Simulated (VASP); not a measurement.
# AlAs in VASP: notebook, part 2 of 2

VASP 6.6.1. The steps go on from the part before.

### Step 4. Work function, PBEsol

This run uses another cell than the first one, of 35.62 Å³/atom, 0.786 times its volume.

INCAR

```
SYSTEM = AlAs
ALGO     = Normal         ! electronic algorithm
DIPOL    = 0.5 0.5 0.500
EDIFF    = 1E-6           ! SCF threshold, eV
ENCUT    = 520            ! plane-wave cutoff, eV
GGA      = PS             ! functional
IDIPOL   = 3            
ISIF     = 2              ! what is computed and relaxed
ISMEAR   = 0              ! smearing method
KPAR     = 8            
LASPH    = .True.         ! aspherical terms in the spheres
LCHARG   = .True.         ! write CHGCAR
LDIPOL   = .True.       
LREAL    = .False.        ! projectors in reciprocal space
LVACPOTAV= .True.       
LVHAR    = .True.       
LWAVE    = .False.        ! write WAVECAR
NELM     = 100            ! most SCF steps
PREC     = Accurate       ! precision mode
SIGMA    = 0.05           ! smearing width, eV
```

KPOINTS

```
k-points
0
Gamma
  4 6 1
  0 0 0
```

POSCAR

```
AlAs
1.0
    5.6608000000      0.0000000000      0.0000000000
    0.0000000000      4.0027900670      0.0000000000
    0.0000000000      0.0000000000     22.0083702024
Al As
7 7
Direct
    0.5000000000      0.5000000000      0.2271862911
    0.0000000000      0.0000000000      0.3181241941
    0.5000000000      0.5000000000      0.4090620970
    0.0000000000      0.0000000000      0.5000000000
    0.5000000000      0.5000000000      0.5909379030
    0.0000000000      1.0000000000      0.6818758059
    0.5000000000      0.5000000000      0.7728137089
    0.7500000000      0.0000000000      0.2271862911
    0.2500000000      0.5000000000      0.3181241941
    0.7500000000      0.0000000000      0.4090620970
    0.2500000000      0.5000000000      0.5000000000
    0.7500000000      0.0000000000      0.5909379030
    0.2500000000      0.5000000000      0.6818758059
    0.7500000000      0.0000000000      0.7728137089
```

Potentials or basis: VASP PAW PBE potentials, release 64 (Al, As).

The run is started by

```console
> cat potpaw_PBE.64/Al/POTCAR potpaw_PBE.64/As/POTCAR > POTCAR
> mpirun -np 8 vasp_std > vasp.out
```

OUTCAR:

```text
SYSTEM = AlAs
   EDIFF = 1E-6
   ENCUT = 520
   GGA = PS
   ISIF = 2
   ISMEAR = 0
   LASPH = .True.
   LREAL = .False.
   NELM = 100
   PREC = Accurate

 ion  position               nearest neighbor table
   1  0.500  0.500  0.227-   8 2.45   8 2.45   9 2.45
   2  0.000  0.000  0.318-  10 2.45   9 2.45   9 2.45   8 2.45
   3  0.500  0.500  0.409-   9 2.45  10 2.45  10 2.45  11 2.45
   4  0.000  0.000  0.500-  11 2.45  11 2.45  12 2.45  10 2.45
   5  0.500  0.500  0.591-  13 2.45  12 2.45  12 2.45  11 2.45
   6  0.000  0.000  0.682-  12 2.45  13 2.45  13 2.45  14 2.45
   7  0.500  0.500  0.773-  14 2.45  14 2.45  13 2.45
   8  0.750  0.000  0.227-   1 2.45   1 2.45   2 2.45
   9  0.250  0.500  0.318-   3 2.45   2 2.45   2 2.45   1 2.45
  10  0.750  0.000  0.409-   2 2.45   3 2.45   3 2.45   4 2.45
  11  0.250  0.500  0.500-   4 2.45   4 2.45   5 2.45   3 2.45
  12  0.750  0.000  0.591-   6 2.45   5 2.45   5 2.45   4 2.45
  13  0.250  0.500  0.682-   5 2.45   6 2.45   6 2.45   7 2.45
  14  0.750  0.000  0.773-   7 2.45   7 2.45   6 2.45

  LATTYP: Found a simple orthorhombic cell.
[... 676 lines left out ...]

  FORCE on cell =-STRESS in cart. coord.  units (eV):
  Direction    XX          YY          ZZ          XY          YZ          ZX
  --------------------------------------------------------------------------------------
  -------------------------------------------------------------------------------------
  Total       -2.0519324     -1.3470721      1.2822567      0.0000000      0.0000000      0.0000000
  in kB       -6.5924240     -4.3278572      4.1196191      0.0000000      0.0000000      0.0000000
  external PRESSURE =      -2.2668873 kB  Pullay stress =       0.0000000 kB

 VOLUME and BASIS-vectors are now :
 -----------------------------------------------------------------------------
  energy-cutoff  :      520.00
  volume of cell :      498.69
      direct lattice vectors                 reciprocal lattice vectors
     5.660800000  0.000000000  0.000000000     0.176653477  0.000000000  0.000000000
     0.000000000  4.002790067  0.000000000     0.000000000  0.249825742  0.000000000
     0.000000000  0.000000000 22.008370202     0.000000000  0.000000000  0.045437258

 POSITION                                       TOTAL-FORCE (eV/Angst)
 -----------------------------------------------------------------------------------
      2.83040      2.00140      5.00000         1.149512      0.000000      1.319139
      0.00000      0.00000      7.00140        -0.395568     -0.000000      0.127262
      2.83040      2.00140      9.00279         0.314458      0.000000      0.102200
      0.00000      0.00000     11.00419        -0.176786      0.000000     -0.000000
      2.83040      2.00140     13.00558         0.314458      0.000000     -0.102200
      0.00000      0.00000     15.00698        -0.395568     -0.000000     -0.127262
      2.83040      2.00140     17.00837         1.149512      0.000000     -1.319139
      4.24560      0.00000      5.00000        -0.383956      0.000000     -1.248852
      1.41520      2.00140      7.00140        -0.548782      0.000000     -0.476333
      4.24560      0.00000      9.00279         0.006467      0.000000      0.065958
      1.41520      2.00140     11.00419        -0.107476      0.000000     -0.000000
      4.24560      0.00000     13.00558         0.006467      0.000000     -0.065958
      1.41520      2.00140     15.00698        -0.548782      0.000000      0.476333
      4.24560      0.00000     17.00837        -0.383956      0.000000      1.248852
 -----------------------------------------------------------------------------------
    total drift:                               -0.000372     -0.000000     -0.000000

  FREE ENERGIE OF THE ION-ELECTRON SYSTEM (eV)
  ---------------------------------------------------
  free  energy   TOTEN  =       -66.6784154492 eV

  energy  without entropy=      -66.6784154492  energy(sigma->0) =      -66.67841545

 vacuum level on the upper side and lower side of the slab         5.562         5.562
```

OSZICAR:

```text
N       E                     dE             d eps       ncg     rms          rms(c)
DAV:   1     0.255566232090E+03    0.25557E+03   -0.19476E+04   864   0.120E+03
DAV:   2    -0.382873781439E+02   -0.29385E+03   -0.28630E+03  1156   0.186E+02
DAV:   3    -0.684381142241E+02   -0.30151E+02   -0.29932E+02  1004   0.620E+01
[... 12 lines left out ...]
DAV:  16    -0.666783181075E+02   -0.30646E-03   -0.86039E-05   948   0.394E-02    0.679E-03
DAV:  17    -0.666784023373E+02   -0.84230E-04   -0.21602E-05   888   0.196E-02    0.404E-03
DAV:  18    -0.666784135291E+02   -0.11192E-04   -0.82514E-06   884   0.112E-02    0.176E-03
DAV:  19    -0.666784149392E+02   -0.14101E-05   -0.10959E-06   752   0.504E-03    0.122E-03
DAV:  20    -0.666784154492E+02   -0.51000E-06   -0.26786E-07   592   0.198E-03
   1 F= -.66678415E+02 E0= -.66678415E+02  d E =-.367381E-15
```

Run time: 95 s. Hardware: 8 MPI ranks of AMD EPYC 7R13 (Zen 3), shared host; peak memory 0.6 GiB.

What came out:

```yaml
Free_energy: -66.6784 eV
Largest_force: 1.750 eV/Å
Band_gap_on_the_k_mesh: 0.62 eV, direct
Ionisation_potential_of_the_upper_face: 4.79 eV
```

Forces on the atoms (eV/Å):
```
Al   1.150  0.000  1.319
Al  -0.396  0.000  0.127
Al   0.314  0.000  0.102
Al  -0.177  0.000  0.000
Al   0.314  0.000 -0.102
Al  -0.396  0.000 -0.127
Al   1.150  0.000 -1.319
As  -0.384  0.000 -1.249
As  -0.549  0.000 -0.476
As   0.006  0.000  0.066
As  -0.107  0.000  0.000
As   0.006  0.000 -0.066
As  -0.549  0.000  0.476
As  -0.384  0.000  1.249
```

Caveat: the PAW data sets were made with another functional, which shifts forces and pressure a little.

### Step 5. Work function, PBEsol

This run uses another cell than the first one, of 55.04 Å³/atom, 1.214 times its volume.

INCAR is that of step 4.

KPOINTS is that of step 4.

POSCAR

```
AlAs
1.0
    5.6608000000      0.0000000000      0.0000000000
    0.0000000000      4.0027900670      0.0000000000
    0.0000000000      0.0000000000     34.0083702024
Al As
7 7
Direct
    0.5000000000      0.5000000000      0.3234497841
    0.0000000000      0.0000000000      0.3822998561
    0.5000000000      0.5000000000      0.4411499280
    0.0000000000      0.0000000000      0.5000000000
    0.5000000000      0.5000000000      0.5588500720
    0.0000000000      1.0000000000      0.6177001439
    0.5000000000      0.5000000000      0.6765502159
    0.7500000000      0.0000000000      0.3234497841
    0.2500000000      0.5000000000      0.3822998561
    0.7500000000      0.0000000000      0.4411499280
    0.2500000000      0.5000000000      0.5000000000
    0.7500000000      0.0000000000      0.5588500720
    0.2500000000      0.5000000000      0.6177001439
    0.7500000000      0.0000000000      0.6765502159
```

Potentials or basis: VASP PAW PBE potentials, release 64 (Al, As).

The run is started by

```console
> cat potpaw_PBE.64/Al/POTCAR potpaw_PBE.64/As/POTCAR > POTCAR
> mpirun -np 8 vasp_std > vasp.out
```

OUTCAR:

```text
SYSTEM = AlAs
   EDIFF = 1E-6
   ENCUT = 520
   GGA = PS
   ISIF = 2
   ISMEAR = 0
   LASPH = .True.
   LREAL = .False.
   NELM = 100
   PREC = Accurate

 ion  position               nearest neighbor table
   1  0.500  0.500  0.323-   8 2.45   8 2.45   9 2.45
   2  0.000  0.000  0.382-  10 2.45   9 2.45   9 2.45   8 2.45
   3  0.500  0.500  0.441-   9 2.45  10 2.45  10 2.45  11 2.45
   4  0.000  0.000  0.500-  11 2.45  11 2.45  12 2.45  10 2.45
   5  0.500  0.500  0.559-  13 2.45  12 2.45  12 2.45  11 2.45
   6  0.000  0.000  0.618-  12 2.45  13 2.45  13 2.45  14 2.45
   7  0.500  0.500  0.677-  14 2.45  14 2.45  13 2.45
   8  0.750  0.000  0.323-   1 2.45   1 2.45   2 2.45
   9  0.250  0.500  0.382-   3 2.45   2 2.45   2 2.45   1 2.45
  10  0.750  0.000  0.441-   2 2.45   3 2.45   3 2.45   4 2.45
  11  0.250  0.500  0.500-   4 2.45   4 2.45   5 2.45   3 2.45
  12  0.750  0.000  0.559-   6 2.45   5 2.45   5 2.45   4 2.45
  13  0.250  0.500  0.618-   5 2.45   6 2.45   6 2.45   7 2.45
  14  0.750  0.000  0.677-   7 2.45   7 2.45   6 2.45

  LATTYP: Found a simple orthorhombic cell.
 ALAT       =     4.0027900670
 B/A-ratio  =     1.4142135624
 C/A-ratio  =     8.4961663323

  Lattice vectors:

 A1 = (   0.0000000000,  -4.0027900670,   0.0000000000)
 A2 = (   5.6608000000,   0.0000000000,   0.0000000000)
 A3 = (   0.0000000000,   0.0000000000,  34.0083702024)

Analysis of symmetry for initial positions (statically):
=====================================================================
 Subroutine PRICEL returns:
 Original cell was already a primitive cell.

 Routine SETGRP: Setting up the symmetry group for a
 simple orthorhombic supercell.

 Subroutine GETGRP returns: Found  4 space group operations
 (whereof  4 operations were pure point group operations)
 out of a pool of  8 trial point group operations.

The static configuration has the point symmetry C_2v.

[... 164 lines left out ...]

 Free energy of the ion-electron system (eV)
  ---------------------------------------------------
  ext. energy  EPLUGINS =         0.00000000
  ---------------------------------------------------
  free energy    TOTEN  =       -66.68053374 eV

  energy without entropy =      -66.68053374  energy(sigma->0) =      -66.68053374

 E-fermi :  -0.9271     XC(G=0):  -4.2619

 val. band max:       -1.1943148547   @ k =   0.5000   0.5000   0.0000
 cond. band min:      -0.5776999598   @ k =   0.5000   0.5000   0.0000
 fundamental gap:      0.6166148949
 Fermi energy:        -0.9270722018

 k-point     1 :       0.0000    0.0000    0.0000
  band No.  band energies     occupation
      1     -13.1217      2.00000
      2     -12.7644      2.00000
      3     -12.2592      2.00000
      4     -11.6338      2.00000
      5     -11.3115      2.00000
      6     -11.0537      2.00000
[... 457 lines left out ...]
     35       2.7310      0.00000
     36       2.9144      0.00000

------------------------ aborting loop because EDIFF is reached ----------------------------------------

 vacuum level on the upper side and lower side of the slab       (xc-potential included)        -0.133        -0.133

  FORCE on cell =-STRESS in cart. coord.  units (eV):
  Direction    XX          YY          ZZ          XY          YZ          ZX
  --------------------------------------------------------------------------------------
  -------------------------------------------------------------------------------------
  Total       -2.0506057     -1.3479027      1.2794929      0.0000000      0.0000000      0.0000000
  in kB       -4.2635002     -2.8024810      2.6602473      0.0000000      0.0000000      0.0000000
  external PRESSURE =      -1.4685780 kB  Pullay stress =       0.0000000 kB

 VOLUME and BASIS-vectors are now :
 -----------------------------------------------------------------------------
  energy-cutoff  :      520.00
  volume of cell :      770.60
      direct lattice vectors                 reciprocal lattice vectors
     5.660800000  0.000000000  0.000000000     0.176653477  0.000000000  0.000000000
     0.000000000  4.002790067  0.000000000     0.000000000  0.249825742  0.000000000
     0.000000000  0.000000000 34.008370202     0.000000000  0.000000000  0.029404526

 POSITION                                       TOTAL-FORCE (eV/Angst)
 -----------------------------------------------------------------------------------
      2.83040      2.00140     11.00000         1.149417     -0.000000      1.318753
      0.00000      0.00000     13.00140        -0.395488     -0.000000      0.127148
      2.83040      2.00140     15.00279         0.314385      0.000000      0.102062
      0.00000      0.00000     17.00419        -0.176693      0.000000     -0.000000
      2.83040      2.00140     19.00558         0.314385      0.000000     -0.102062
      0.00000      0.00000     21.00698        -0.395488      0.000000     -0.127148
      2.83040      2.00140     23.00837         1.149417     -0.000000     -1.318753
      4.24560      0.00000     11.00000        -0.383946      0.000000     -1.248976
      1.41520      2.00140     13.00140        -0.548648      0.000000     -0.476416
      4.24560      0.00000     15.00279         0.006354      0.000000      0.065846
      1.41520      2.00140     17.00419        -0.107455      0.000000     -0.000000
      4.24560      0.00000     19.00558         0.006354      0.000000     -0.065846
      1.41520      2.00140     21.00698        -0.548648      0.000000      0.476416
      4.24560      0.00000     23.00837        -0.383946      0.000000      1.248976
 -----------------------------------------------------------------------------------
    total drift:                                0.000148      0.000000     -0.000000

  FREE ENERGIE OF THE ION-ELECTRON SYSTEM (eV)
  ---------------------------------------------------
  free  energy   TOTEN  =       -66.6805337365 eV

  energy  without entropy=      -66.6805337365  energy(sigma->0) =      -66.68053374

 vacuum level on the upper side and lower side of the slab         3.609         3.609
```

OSZICAR:

```text
N       E                     dE             d eps       ncg     rms          rms(c)
DAV:   1     0.318741665193E+03    0.31874E+03   -0.17633E+04   864   0.112E+03
DAV:   2    -0.252555135239E+02   -0.34400E+03   -0.33615E+03  1200   0.189E+02
DAV:   3    -0.676790085193E+02   -0.42423E+02   -0.42119E+02  1052   0.686E+01
[... 17 lines left out ...]
DAV:  21    -0.666805236143E+02   -0.11836E-04   -0.25875E-07   684   0.164E-03    0.535E-04
DAV:  22    -0.666805295672E+02   -0.59529E-05   -0.11925E-07   624   0.989E-04    0.271E-04
DAV:  23    -0.666805321103E+02   -0.25432E-05   -0.42121E-08   588   0.617E-04    0.139E-04
DAV:  24    -0.666805334626E+02   -0.13523E-05   -0.23396E-08   600   0.341E-04    0.858E-05
DAV:  25    -0.666805337365E+02   -0.27390E-06   -0.53220E-09   564   0.215E-04
   1 F= -.66680534E+02 E0= -.66680534E+02  d E =-.498042E-15
```

stdout:

```text
POSCAR found type information on POSCAR AlAs
 POSCAR found :  2 types and      14 ions
 scaLAPACK will be used
 -----------------------------------------------------------------------------
|                                                                             |
|           W    W    AA    RRRRR   N    N  II  N    N   GGGG   !!!           |
[... 21 lines left out ...]
|                                                                             |
 -----------------------------------------------------------------------------

 LDA part: xc-table for (Slater+PW92), standard interpolation
 POSCAR, INCAR and KPOINTS ok, starting setup
 FFT: planning ... GRIDC
 FFT: planning ... GRID_SOFT
 FFT: planning ... GRID
 WAVECAR not read
 entering main loop
```

Wall time 2.4 min (8 MPI ranks of AMD EPYC 7R13 (Zen 3), shared host); peak memory 0.79 GiB.

What came out:

| Property | Result |
| --- | --- |
| Free energy | -66.6805 eV |
| Largest force | 1.749 eV/Å |
| Band gap on the k mesh | 0.62 eV, direct |
| Ionisation potential of the upper face | 4.80 eV |

Forces on the atoms (eV/Å):
```
Al   1.149  0.000  1.319
Al  -0.395  0.000  0.127
Al   0.314  0.000  0.102
Al  -0.177  0.000  0.000
Al   0.314  0.000 -0.102
Al  -0.395  0.000 -0.127
Al   1.149  0.000 -1.319
As  -0.384  0.000 -1.249
As  -0.549  0.000 -0.476
As   0.006  0.000  0.066
As  -0.107  0.000  0.000
As   0.006  0.000 -0.066
As  -0.549  0.000  0.476
As  -0.384  0.000  1.249
```

Caveat: the PAW data sets were made with another functional, which shifts forces and pressure a little. A hybrid or GW would open this gap; PBEsol tends to underestimate it.

### Step 6. Summary

```tsv
cell	vacuum (Å)	gap on the mesh (eV)	largest force (eV/Å)
Pmm2, 45.33 Å³/atom	-	0.62	1.75
Pmm2, 27.53 Å³/atom	5	0.33	1.77
Pmm2, 35.62 Å³/atom	10	0.62	1.75
Pmm2, 55.04 Å³/atom	22	0.62	1.75
```

Alike in all rows: task work function; level PBEsol; potentials or basis VASP PAW PBE potentials, release 64 (Al, As); no spin polarisation; k mesh 4 × 6 × 1; cutoff (eV) 520; smearing gaussian 0.05 eV.

On the cell as given the gap runs from 0.33 eV (PBEsol) to 0.62 eV (PBEsol).

Caveats: the PAW data sets were made with another functional, which shifts forces and pressure a little.

Absolute energies hang on the potentials; compare differences alone.
